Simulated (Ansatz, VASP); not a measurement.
Rb in VASP and in Ansatz

```
CELL_PARAMETERS angstrom
-2.64966 2.64966 2.64966
2.64966 -2.64966 2.64966
2.64966 2.64966 -2.64966
ATOMIC_POSITIONS crystal
Rb 0.00000 0.00000 0.00000
```

Alike in both runs: task single point; functional LDA; k mesh 14 × 14 × 14; occupations fermi-dirac, width 0.1 eV; no spin polarisation.

```csv
,VASP,Ansatz
version,VASP 6.6.1,Ansatz 0.2.0
potentials or method,"VASP PAW LDA potentials, release 64 (Rb_sv)","plane waves (420 eV) with PAW, scalar-relativistic"
plane-wave cutoff (eV),520,420
valence electrons in the cell,9,9
```

```csv
,VASP,Ansatz,Ansatz less VASP
pressure (GPa),0.2,0.2,0.00
```

Ansatz warned: «pseudo_functional_mismatch».
